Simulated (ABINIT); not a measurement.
# A GW chain in ABINIT: NaH (Fm-3m), part 2 of 3

Aim: the G0W0 gap of NaH (Fm-3m) on PBE, step by step.

ABINIT 10.8.3; PBE and many-body steps on it, plane waves. Known limits of the many-body steps: not at the basis limit; coarse k mesh.

So far. Step 2 (Ground state): The gap is indirect, with the least direct gap 0.88 eV higher.

**3. Bands along the symmetry lines**

Level of this step: DFT, PBE, plane waves, norm-conserving pseudopotentials (ABINIT).

Levels along a band path, at the cheap level, show where the edges lie and whether the meshes to come will hold them.

Contents of run.abi:

```
acell 3*1.0 Angstrom
rprim 
  -0.000000000000 2.386421665200 2.386421665200
  2.386421665200 -0.000000000000 2.386421665200
  2.386421665200 2.386421665200 -0.000000000000
ntypat 2
znucl 11 1
natom 2
typat 1 2
xred 
  0.000000000000 0.000000000000 0.000000000000
  0.500000000000 0.500000000000 0.500000000000
pp_dirpath "pseudos"
pseudos "Na.upf, H.upf"
ecut 38
iscf -2
irdden 1
kptopt 0
nkpt 50
kpt 
  0.00000000 0.00000000 0.00000000
  0.06250000 0.00000000 0.06250000
  0.12500000 0.00000000 0.12500000
  0.18750000 0.00000000 0.18750000
  0.25000000 0.00000000 0.25000000
  0.31250000 0.00000000 0.31250000
  0.37500000 0.00000000 0.37500000
  0.43750000 0.00000000 0.43750000
  0.50000000 0.00000000 0.50000000
  0.51562500 0.03125000 0.51562500
  0.53125000 0.06250000 0.53125000
  0.54687500 0.09375000 0.54687500
  0.56250000 0.12500000 0.56250000
  0.57812500 0.15625000 0.57812500
  0.59375000 0.18750000 0.59375000
  0.60937500 0.21875000 0.60937500
  0.62500000 0.25000000 0.62500000
  0.37500000 0.37500000 0.75000000
  0.32812500 0.32812500 0.65625000
  0.28125000 0.28125000 0.56250000
  0.23437500 0.23437500 0.46875000
  0.18750000 0.18750000 0.37500000
  0.14062500 0.14062500 0.28125000
  0.09375000 0.09375000 0.18750000
  0.04687500 0.04687500 0.09375000
  0.00000000 0.00000000 0.00000000
  0.06250000 0.06250000 0.06250000
  0.12500000 0.12500000 0.12500000
  0.18750000 0.18750000 0.18750000
  0.25000000 0.25000000 0.25000000
  0.31250000 0.31250000 0.31250000
  0.37500000 0.37500000 0.37500000
  0.43750000 0.43750000 0.43750000
  0.50000000 0.50000000 0.50000000
  0.50000000 0.46875000 0.53125000
  0.50000000 0.43750000 0.56250000
  0.50000000 0.40625000 0.59375000
  0.50000000 0.37500000 0.62500000
  0.50000000 0.34375000 0.65625000
  0.50000000 0.31250000 0.68750000
  0.50000000 0.28125000 0.71875000
  0.50000000 0.25000000 0.75000000
  0.50000000 0.21875000 0.71875000
  0.50000000 0.18750000 0.68750000
  0.50000000 0.15625000 0.65625000
  0.50000000 0.12500000 0.62500000
  0.50000000 0.09375000 0.59375000
  0.50000000 0.06250000 0.56250000
  0.50000000 0.03125000 0.53125000
  0.50000000 0.00000000 0.50000000
istwfk *1
nband 12
nbdbuf 2
tolwfr 1e-08
nstep 40
prtwf 0
prtvol 0
indata_prefix "in"
outdata_prefix "out"
tmpdata_prefix "tmp"
```

Run with:

```
$ OMP_NUM_THREADS=1 mpirun -n 4 abinit run.abi > log
```

Numbers of over 12 decimals in the logs are rounded to 6 here.

Log:

```text
.Version 10.8.3 of ABINIT. v10.8.2 released Aug 2026.

 Symmetries : space group Fm -3 m (#225); Bravais cF (face-center cubic)
[... echo of the input left out ...]
== DATASET  1 ==================================================================
-   mpi_nproc: 4, omp_nthreads: 1 (-1 if OMP is not activated)

--- !DatasetInfo
iteration_state: {dtset: 1, }
dimensions: {natom: 2, nkpt: 50, mband: 12, nsppol: 1, nspinor: 1, nspden: 1, mpw: 2085, }
cutoff_energies: {ecut:  38.0, pawecutdg:  -1.0, }
electrons: {nelect:   1.00000000E+01, charge:   0.00000000E+00, occopt:   1.00000000E+00, tsmear:   1.00000000E-02, }

 Real(R)+Recip(G) space primitive vectors, cartesian coordinates (Bohr,Bohr^-1):
 R(1)=  0.0000000  4.5096834  4.5096834  G(1)= -0.1108725  0.1108725  0.1108725
 R(2)=  4.5096834  0.0000000  4.5096834  G(2)=  0.1108725 -0.1108725  0.1108725
 R(3)=  4.5096834  4.5096834  0.0000000  G(3)=  0.1108725  0.1108725 -0.1108725
 Unit cell volume ucvol=  1.8342906E+02 bohr^3
 Angles (23,13,12)=  6.00000000E+01  6.00000000E+01  6.00000000E+01 degrees

 getcut: wavevector=  0.0000  0.0000  0.0000  ngfft=  36  36  36
         ecut(hartree)=     38.000   => boxcut(ratio)=   2.03416

--- Pseudopotential description ------------------------------------------------
- Na Generated using ONCVPSP code by D. R. Hamann
- 11.00000   9.00000  171031                  znucl, zion, pspdat
12 -101130 1 -1 1992                          pspcod,pspxc,lmax,lloc,mmax
     nproj     2     2
  pspatm : epsatm=    9.36084378
         --- l  ekb(1:nproj) -->
             0    2.667291   -0.676599
             1   -6.743718   -2.407365
 pspatm: atomic psp has been read  and splines computed

- H Generated using ONCVPSP code by D. R. Hamann
-  1.00000   1.00000  171031                  znucl, zion, pspdat
12 -101130 1 -1 1166                          pspcod,pspxc,lmax,lloc,mmax
     nproj     2     1
  pspatm : epsatm=    0.36186929
         --- l  ekb(1:nproj) -->
             0   -1.701123   -0.534484
             1   -0.503321
 pspatm: atomic psp has been read  and splines computed

--------------------------------------------------------------------------------

================================================================================
 prteigrs : about to open file out_EIG
 Non-SCF case, kpt    1 (  0.00000  0.00000  0.00000), residuals and eigenvalues=
  2.66E-09  7.76E-10  1.79E-09  3.84E-09  5.73E-10  3.93E-09  3.84E-09  6.07E-09
  5.81E-09  8.46E-09  4.30E-09  1.03E-07
 -1.8628E+00 -8.2977E-01 -8.2977E-01 -8.2977E-01 -1.5514E-01  3.7653E-01
  5.6757E-01  5.6757E-01  5.6757E-01  5.9999E-01  5.9999E-01  5.9999E-01
 Non-SCF case, kpt    2 (  0.06250  0.00000  0.06250), residuals and eigenvalues=
  2.54E-09  2.83E-09  7.32E-10  3.27E-09  3.30E-10  7.50E-10  7.75E-10  3.23E-09
  4.81E-09  4.80E-09  2.13E-09  1.05E-08
 -1.8628E+00 -8.2991E-01 -8.2982E-01 -8.2982E-01 -1.5174E-01  3.6587E-01
[...]
Non-SCF case, kpt    3 (  0.12500  0.00000  0.12500), residuals and eigenvalues=
  3.71E-09  2.93E-09  2.27E-09  7.39E-09  6.19E-10  4.18E-10  9.71E-09  1.72E-09
  4.22E-09  3.23E-09  2.82E-05  2.86E-07
[...]
Non-SCF case, kpt   49 (  0.50000  0.03125  0.53125), residuals and eigenvalues=
[...]
Non-SCF case, kpt   50 (  0.50000  0.00000  0.50000), residuals and eigenvalues=
[...]
-1.8624E+00 -8.3321E-01 -8.3107E-01 -8.3107E-01 -2.5251E-02  1.5457E-01
  3.5667E-01  3.8227E-01  3.8227E-01  4.2878E-01  8.7947E-01  9.4683E-01

--- !ResultsGS
iteration_state: {dtset: 1, }
comment   : Summary of ground state results
lattice_vectors:
- [ -0.0000000,   4.5096834,   4.5096834, ]
- [  4.5096834,  -0.0000000,   4.5096834, ]
- [  4.5096834,   4.5096834,  -0.0000000, ]
lattice_lengths: [   6.37766,    6.37766,    6.37766, ]
lattice_angles: [ 60.000,  60.000,  60.000, ] # degrees, (23, 13, 12)
lattice_volume:   1.8342906E+02
convergence: {deltae:  0.000E+00, res2:  0.000E+00, residm:  9.881E-09, diffor:  0.000E+00, }
etotal    :  -4.63113239E+01
entropy   :   0.00000000E+00
fermie    :  -1.85221226E-02
cartesian_stress_tensor: null
pressure_GPa: null
xred      :
- [  0.0000E+00,   0.0000E+00,   0.0000E+00, Na]
- [  5.0000E-01,   5.0000E-01,   5.0000E-01,  H]
cartesian_forces: null
force_length_stats: {min: null, max: null, mean: null, }

 Integrated electronic density in atomic spheres:
 ------------------------------------------------
 Atom  Sphere_radius  Integrated_density
    1        2.00000          7.95583987
    2        2.00000          1.20983588
================================================================================

 ----iterations are completed or convergence reached----

 Mean square residual over all n,k,spin=   33.167E-10; max=  98.808E-10
 reduced coordinates (array xred) for    2 atoms
       0.000000000000      0.000000000000      0.000000000000
       0.500000000000      0.500000000000      0.500000000000

 cartesian coordinates (angstrom) at end:
[...]
length scales=  1.889726125908  1.889726125908  1.889726125908 bohr
              =  1.000000000000  1.000000000000  1.000000000000 angstroms
 prteigrs : about to open file out_EIG
 Eigenvalues (hartree) for nkpt=  50  k points:
 kpt#   1, nband= 12, wtk=  1.00000, kpt=  0.0000  0.0000  0.0000 (reduced coord)
[...]
kpt#   2, nband= 12, wtk=  1.00000, kpt=  0.0625  0.0000  0.0625 (reduced coord)
[...]
kpt#   3, nband= 12, wtk=  1.00000, kpt=  0.1250  0.0000  0.1250 (reduced coord)
[...]
kpt#  49, nband= 12, wtk=  1.00000, kpt=  0.5000  0.0313  0.5313 (reduced coord)
  -1.86239   -0.83320   -0.83109   -0.83108   -0.02501    0.15538    0.34004    0.37331
   0.40075    0.43954    0.87549    0.94019
 kpt#  50, nband= 12, wtk=  1.00000, kpt=  0.5000  0.0000  0.5000 (reduced coord)
  -1.86239   -0.83321   -0.83107   -0.83107   -0.02525    0.15457    0.35667    0.38227
   0.38227    0.42878    0.87947    0.94683

== END DATASET(S) ==============================================================
================================================================================

 -outvars: echo values of variables after computation  --------
            nband          12
             nkpt          50
          spgroup         225
 [... the other variables as echoed above ...]

 Calculation completed.
```

Run time: 4.8 s. Hardware: 4 MPI ranks of Arm Neoverse V1, shared host; peak memory 0.25 GiB; 19 s of CPU time.

Numbers from this step:

```
gap                        : 3.829 eV
k of the valence top       : 0.5, 0.25, 0.75
k of the conduction bottom : 0.5, 0.5, 0.5
least direct gap           : 4.708 eV
```

The gap is 3.829 eV, as in the run before at this level.

Electronic bands along the path, in eV, zero at the top of the highest filled band; v1 is the highest filled band, c1 the lowest empty one:

```
    point      v4      v3      v2     v1     c1     c2     c3     c4
        Γ  -22.08  -22.08  -22.08  -3.72  10.75  15.95  15.95  15.95
  halfway  -22.12  -22.09  -22.09  -2.34   7.67  11.84  12.22  12.22
        X  -22.17  -22.11  -22.11  -0.18   4.71  10.21  10.91  10.91
  halfway  -22.16  -22.12  -22.11  -0.14   4.89   8.29  11.06  11.50
        U  -22.15  -22.13  -22.10  -0.12   5.42   6.49  11.51  12.12
jump to K  -22.15  -22.13  -22.10  -0.12   5.42   6.49  11.51  12.12
  halfway  -22.14  -22.10  -22.08  -2.18   7.15   9.23  14.37  14.60
        Γ  -22.08  -22.08  -22.08  -3.72  10.75  15.95  15.95  15.95
  halfway  -22.13  -22.08  -22.08  -2.66   7.41  11.80  14.30  14.30
        L  -22.18  -22.09  -22.09  -0.88   3.83  11.04  13.66  13.66
  halfway  -22.16  -22.11  -22.10  -0.50   4.63   7.97  11.28  15.29
        W  -22.14  -22.14  -22.11   0.00   6.13   6.13   8.60  16.82
  halfway  -22.16  -22.12  -22.11  -0.09   5.06   7.94   9.37  13.98
        X  -22.17  -22.11  -22.11  -0.18   4.71  10.21  10.91  10.91
```

The electronic bands as a text plot (rows in eV, shown from -8.0 to 9.8 only):

```
    9.5 |  ++         +         +  ++    ++         +   +    ++++
    8.7 |    +                             +         +   ++++ +
    8.0 |     ++       ++     ++ ++                   +      +
    7.2 |                +  ++  +           +          +    +
    6.5 |       ++        +   ++                        ++++
    5.7 |         +       ++++               ++         ++ ++
    5.0 |          +++++++                     +       +     ++++
    4.3 |                                       +   +++
    3.5 |                                        +++
    2.8 |
    2.0 |
    1.3 |
    0.5 |
   -0.2 |          *********                          ***********
   -0.9 |         *         **                  ******
   -1.7 |       **            **               *
   -2.4 |     **                *           ***
   -3.2 |  ***                   ****    ***
   -3.9 |**                          ****
   -4.7 |
   -5.4 |
   -6.1 |
   -6.9 |
   -7.6 |
         Γ           X  U|K            Γ         L        W     X
```

**4. Empty states on the mesh, 4×4×4 mesh, 42 bands**

The sums over transitions need many empty states on a uniform mesh; this step solves for them.

Contents of run.abi:

```
acell 3*1.0 Angstrom
rprim 
  -0.000000000000 2.386421665200 2.386421665200
  2.386421665200 -0.000000000000 2.386421665200
  2.386421665200 2.386421665200 -0.000000000000
ntypat 2
znucl 11 1
natom 2
typat 1 2
xred 
  0.000000000000 0.000000000000 0.000000000000
  0.500000000000 0.500000000000 0.500000000000
pp_dirpath "pseudos"
pseudos "Na.upf, H.upf"
ecut 38
ngkpt 4 4 4
nshiftk 1
shiftk 0 0 0
kptopt 1
chksymbreak 0
iscf -2
irdden 1
istwfk *1
nband 42
nbdbuf 4
tolwfr 1e-09
nstep 60
prtvol 0
indata_prefix "in"
outdata_prefix "out"
tmpdata_prefix "tmp"
```

Log:

```text
.Version 10.8.3 of ABINIT. v10.8.2 released Aug 2026.

 Symmetries : space group Fm -3 m (#225); Bravais cF (face-center cubic)
[... echo of the input left out ...]
== DATASET  1 ==================================================================
-   mpi_nproc: 4, omp_nthreads: 1 (-1 if OMP is not activated)

--- !DatasetInfo
iteration_state: {dtset: 1, }
dimensions: {natom: 2, nkpt: 8, mband: 42, nsppol: 1, nspinor: 1, nspden: 1, mpw: 2085, }
cutoff_energies: {ecut:  38.0, pawecutdg:  -1.0, }
electrons: {nelect:   1.00000000E+01, charge:   0.00000000E+00, occopt:   1.00000000E+00, tsmear:   1.00000000E-02, }

 Real(R)+Recip(G) space primitive vectors, cartesian coordinates (Bohr,Bohr^-1):
 R(1)=  0.0000000  4.5096834  4.5096834  G(1)= -0.1108725  0.1108725  0.1108725
 R(2)=  4.5096834  0.0000000  4.5096834  G(2)=  0.1108725 -0.1108725  0.1108725
 R(3)=  4.5096834  4.5096834  0.0000000  G(3)=  0.1108725  0.1108725 -0.1108725
 Unit cell volume ucvol=  1.8342906E+02 bohr^3
 Angles (23,13,12)=  6.00000000E+01  6.00000000E+01  6.00000000E+01 degrees

 getcut: wavevector=  0.0000  0.0000  0.0000  ngfft=  36  36  36
         ecut(hartree)=     38.000   => boxcut(ratio)=   2.03416

--- Pseudopotential description ------------------------------------------------
- Na Generated using ONCVPSP code by D. R. Hamann
- 11.00000   9.00000  171031                  znucl, zion, pspdat
12 -101130 1 -1 1992                          pspcod,pspxc,lmax,lloc,mmax
     nproj     2     2
  pspatm : epsatm=    9.36084378
         --- l  ekb(1:nproj) -->
             0    2.667291   -0.676599
             1   -6.743718   -2.407365
 pspatm: atomic psp has been read  and splines computed

- H Generated using ONCVPSP code by D. R. Hamann
-  1.00000   1.00000  171031                  znucl, zion, pspdat
12 -101130 1 -1 1166                          pspcod,pspxc,lmax,lloc,mmax
     nproj     2     1
  pspatm : epsatm=    0.36186929
         --- l  ekb(1:nproj) -->
             0   -1.701123   -0.534484
             1   -0.503321
 pspatm: atomic psp has been read  and splines computed

--------------------------------------------------------------------------------

================================================================================
 prteigrs : about to open file out_EIG
 Non-SCF case, kpt    1 (  0.00000  0.00000  0.00000), residuals and eigenvalues=
  9.83E-10  1.26E-10  1.12E-10  3.25E-10  7.87E-11  2.69E-10  7.87E-11  2.81E-10
  3.56E-10  2.28E-10  7.98E-10  7.60E-10  9.37E-11  3.88E-11  1.89E-10  6.55E-11
  1.03E-10  3.17E-10  1.87E-10  7.09E-11  3.71E-10  4.96E-10  2.13E-10  3.46E-10
[...]
2.63E-06  1.69E-04
 -1.8628E+00 -8.2977E-01 -8.2977E-01 -8.2977E-01 -1.5514E-01  3.7653E-01
  5.6757E-01  5.6757E-01  5.6757E-01  5.9999E-01  5.9999E-01  5.9999E-01
  6.3341E-01  7.6428E-01  7.6428E-01  8.8343E-01  8.8343E-01  8.8343E-01
  1.2089E+00  1.6376E+00  1.6376E+00  1.6376E+00  1.7229E+00  1.7229E+00
  1.7541E+00  1.7541E+00  1.7541E+00  1.7586E+00  1.8276E+00  1.8276E+00
  1.8276E+00  2.2051E+00  2.2051E+00  2.3315E+00  2.3315E+00  2.3315E+00
  2.4241E+00  2.4241E+00  2.4241E+00  2.4724E+00  2.4724E+00  2.4779E+00
 prteigrs : prtvol=0 or 1, do not print more k-points.

--- !ResultsGS
iteration_state: {dtset: 1, }
comment   : Summary of ground state results
lattice_vectors:
- [ -0.0000000,   4.5096834,   4.5096834, ]
- [  4.5096834,  -0.0000000,   4.5096834, ]
- [  4.5096834,   4.5096834,  -0.0000000, ]
lattice_lengths: [   6.37766,    6.37766,    6.37766, ]
lattice_angles: [ 60.000,  60.000,  60.000, ] # degrees, (23, 13, 12)
lattice_volume:   1.8342906E+02
convergence: {deltae:  0.000E+00, res2:  0.000E+00, residm:  9.873E-10, diffor:  0.000E+00, }
etotal    :  -4.63113239E+01
entropy   :   0.00000000E+00
fermie    :  -1.85221226E-02
cartesian_stress_tensor: null
pressure_GPa: null
xred      :
- [  0.0000E+00,   0.0000E+00,   0.0000E+00, Na]
- [  5.0000E-01,   5.0000E-01,   5.0000E-01,  H]
cartesian_forces: null
force_length_stats: {min: null, max: null, mean: null, }

 Integrated electronic density in atomic spheres:
 ------------------------------------------------
 Atom  Sphere_radius  Integrated_density
    1        2.00000          7.95583987
    2        2.00000          1.20983588
================================================================================

 ----iterations are completed or convergence reached----

 Mean square residual over all n,k,spin=   33.780E-11; max=  98.729E-11
 reduced coordinates (array xred) for    2 atoms
       0.000000000000      0.000000000000      0.000000000000
       0.500000000000      0.500000000000      0.500000000000

 cartesian coordinates (angstrom) at end:
    1      0.000000     0.000000     0.000000
    2      2.386422     2.386422     2.386422
 length scales=  1.889726125908  1.889726125908  1.889726125908 bohr
              =  1.000000000000  1.000000000000  1.000000000000 angstroms
 prteigrs : about to open file out_EIG
 Eigenvalues (hartree) for nkpt=   8  k points:
 kpt#   1, nband= 42, wtk=  0.01563, kpt=  0.0000  0.0000  0.0000 (reduced coord)
[...]
1.75410    1.75410    1.75410    1.75862    1.82764    1.82764    1.82764    2.20509
   2.20509    2.33150    2.33150    2.33150    2.42410    2.42410    2.42410    2.47239
   2.47239    2.47789
 prteigrs : prtvol=0 or 1, do not print more k-points.

== END DATASET(S) ==============================================================
================================================================================

 -outvars: echo values of variables after computation  --------
            nband          42
             nkpt           8
          spgroup         225
 [... the other variables as echoed above ...]

 Calculation completed.
```

Wall time 4.4 s (4 MPI ranks); peak memory 0.24 GiB; 17 s of CPU time.

This step gave:

* gap: 3.829 eV
* k of the valence top: -0.25, 0.5, 0.25
* k of the conduction bottom: 0.5, 0, 0
* least direct gap: 4.708 eV
* k points computed: 8
* lowest point of the top converged band, above the valence top: 61.1696 eV

On this mesh the gap is 3.829 eV.

**5. Screening, 4×4×4 mesh, 38 bands, screening to 130.6 eV**

The RPA dielectric matrix is built and inverted for each q.

This step: RPA screening on PBE, plane waves, norm-conserving pseudopotentials.

run.abi: that of step 4 with these lines changed.

```diff
@@ -20,10 +20,11 @@
 chksymbreak 0
-iscf -2
-irdden 1
 istwfk *1
-nband 42
-nbdbuf 4
-tolwfr 1e-09
-nstep 60
-prtvol 0
+occopt 1
+irdwfk 1
+optdriver 3
+nband 38
+ecuteps 4.8
+inclvkb 2
+awtr 1
+symchi 1
 indata_prefix "in"
```

Log:

```text
.Version 10.8.3 of ABINIT. v10.8.2 released Aug 2026.

 Symmetries : space group Fm -3 m (#225); Bravais cF (face-center cubic)
[... echo of the input left out ...]
== DATASET  1 ==================================================================
-   mpi_nproc: 4, omp_nthreads: 1 (-1 if OMP is not activated)

--- !DatasetInfo
iteration_state: {dtset: 1, }
dimensions: {natom: 2, nkpt: 8, mband: 38, nsppol: 1, nspinor: 1, nspden: 1, mpw: 2085, }
cutoff_energies: {ecut:  38.0, pawecutdg:  -1.0, }
electrons: {nelect:   1.00000000E+01, charge:   0.00000000E+00, occopt:   1.00000000E+00, tsmear:   1.00000000E-02, }

 SCREENING: Calculation of the susceptibility and dielectric matrices

 Based on a program developped by R.W. Godby, V. Olevano, G. Onida, and L. Reining.
 Incorporated in ABINIT by V. Olevano, G.-M. Rignanese, and M. Torrent.
.Using double precision arithmetic ; gwpc =  8

[... cell and pseudopotentials left out ...]
--------------------------------------------------------------------------------

 ==== K-mesh for the wavefunctions ====
 Number of points in the irreducible wedge :     8
[... list of points left out ...]
 Together with 48 symmetry operations and time-reversal symmetry
 yields    64 points in the full Brillouin Zone.

 ==== Q-mesh for the screening function ====
 Number of points in the irreducible wedge :     8
[... list of points left out ...]
 Together with 48 symmetry operations and time-reversal symmetry
 yields    64 points in the full Brillouin Zone.

 setmesh: FFT mesh size selected  =    24x   24x   24
          total number of points  =        13824

 vcoul_init : cutoff-mode = AUXILIARY_FUNCTION
 q-points for optical limit:   1
     1)      0.000010    0.000020    0.000030

- screening: taking advantage of time-reversal symmetry
- Maximum band index for partially occupied states nbvw = 5
- Remaining bands to be divided among processors   nbcw = 33
- Number of bands treated by each node ~8

 Number of electrons calculated from density =   10.0000; Expected =   10.0000
 average of density, n =  0.054517
 r_s =    1.6360
 omega_plasma =   22.5228 [eV]

 calculating chi0 at frequencies [eV] :
  1    0.000000E+00    0.000000E+00
  2    0.000000E+00    2.252276E+01

--------------------------------------------------------------------------------
  q-point number  1        q = ( 0.000000, 0.000000, 0.000000) [r.l.u.]
--------------------------------------------------------------------------------
[... chi0 elements left out ...]
 For q-point:  0.000010 0.000020 0.000030
  dielectric constant =   2.8838
  dielectric constant without local fields =   3.1910

  Average fulfillment of the sum rule on Im[epsilon] for q-point    1 :     41.38  [%]
[... wings left out ...]
  q-point number  2        q = ( 0.250000, 0.000000, 0.000000) [r.l.u.]
--------------------------------------------------------------------------------
[... chi0 elements left out ...]
  Average fulfillment of the sum rule on Im[epsilon] for q-point    2 :     53.78  [%]

 [... 6 further q-points ...]
```

It took 3.9 s on 4 MPI ranks; peak memory 0.38 GiB; 15 s of CPU time.

Numbers from this step:

```yaml
eps_infinity_with_local_fields_on_this_mesh_along_the_program_s_q_direction: 2.884
the_same_without_local_fields: 3.191
plasma_frequency: 22.52 eV
plane_waves_in_the_screening_matrix: 89
```

Local fields lower ε∞ by 10 %. On a Γ-centred mesh this coarse the value itself is usually too large, while a short band sum pulls it down.

[end of part 2 of 3]

[Paths, hosts, dates, memory and timing lines, banners, echoed tables and standing remarks are left out of the program output.]

[Logs are printed without paths, hosts, clocks, repeated set-up lines and the standing remarks that a program may print on its own settings, such as how far it seeks lower states.]

[Runs of the session that timed out or met a known fault of the program may be left out.]

[Hosts, paths, dates, database ids (printed as entryN), source tags and the programs' standing remarks are cut or masked in the printed files.]

[G0W0 gaps are taken among the corrected bands and points alone; a level outside them can change the order at an edge.]

[Where Ansatz stands beside ABINIT at settings called matched, ABINIT's density can come from a denser mesh and the files from another edition; pairs whose starting gaps differed by over 0.03 eV were left out, so agreement reads better than it is.]
